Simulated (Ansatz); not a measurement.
B, space group P6/mmm, a convergence test of the k-point mesh

With Ansatz 0.2.0, Python API.

Run as a notebook:

**Cell 1**
```python
from dataclasses import dataclass

import ansatz as az
import numpy as np
from tabulate import tabulate
```

**Cell 2**
```python
@dataclass
class RunConfig:
    occupations: str = "fermi_dirac"
    sigma: float = 0.05
    tolerance: float = 1e-08
```

**Cell 3**
```python
settings = RunConfig()

vectors = np.array([
    [1.7024, 0.0, 0.0],
    [-0.8512, 1.4744, 0.0],
    [0.0, 0.0, 3.6354],
])
structure = az.Lattice.of(vectors).atom("B", (0.0, 0.0, 0.0))

structure.resolved().tree()["lattice"]
```
Output:
```text
((1.7024, 0.0, 0.0), (-0.8512, 1.4744, 0.0), (0.0, 0.0, 3.6354))
```

**Cell 4**
```python
model = (
    structure.calculation()
    .functional(az.Functional.PBE)
    .occupations(settings.occupations, width=settings.sigma)  # fractional filling near the Fermi level
    .scf(tolerance=settings.tolerance)
)
```

**Cell 5**
```python
rows = []
for value in [(5, 5, 2), (7, 7, 3), (9, 9, 4), (12, 12, 5), (15, 15, 6), (18, 18, 8)]:
    r = model.kpoints(mesh=value).run(threads=1, pin="off").report
    rows.append((value, r["free_energy_ev"] / len(r["lattice"]["sites"]), r["n_iterations"], r["n_kpoints"]))
```
Output:
```text
DeckWarning: 16 symmetry operations that the atoms keep within the bar at which the run's group was sought (crystal.symmetry.tolerance 1.0e-5, or twice it) were not taken beside the 8 unitary ones [...]
DeckWarning: basis.ecutwfc = 420 eV, auto-derived from the records' recommended cutoffs: set by B (normal level)
```

**Cell 6**
```python
print(tabulate(rows, headers=["mesh", "F/atom (eV)", "iterations", "k-points"], floatfmt=".4f", tablefmt="github"))
```
Output:
```text
| mesh        |   F/atom (eV) |   iterations |   k-points |
|-------------|---------------|--------------|------------|
| (5, 5, 2)   |     -154.9334 |            6 |         18 |
| (7, 7, 3)   |     -155.0748 |            7 |         32 |
| (9, 9, 4)   |     -155.1908 |            6 |         75 |
| (12, 12, 5) |     -155.1735 |            7 |        129 |
| (15, 15, 6) |     -155.2066 |            6 |        256 |
| (18, 18, 8) |     -155.2089 |            6 |        455 |
```

**Cell 7**
```python
# differences from the last row
for row in rows[:-1]:
    shift = 1000 * (row[1] - rows[-1][1])
    print(f"{row[0]}: {shift:+.2f} meV/atom" + ("  (within 2 meV)" if abs(shift) < 2 else ""))
```
Output:
```text
(5, 5, 2): +275.42 meV/atom
(7, 7, 3): +134.05 meV/atom
(9, 9, 4): +18.09 meV/atom
(12, 12, 5): +35.41 meV/atom
(15, 15, 6): +2.23 meV/atom
```

Notes:
- This isn't the structure that B takes at ambient conditions.
- Warnings are shown shortened and without file and line.
- Shifts are counted from the finest mesh, which is itself no proven limit.
- The whole script took 2.4 s on 1 thread of Intel(R) Xeon(R) 6975P-C (Granite Rapids), with other jobs on the host, peak memory 0.37 GiB.

(Lines on the test bed's own set-up are left out of the output.)
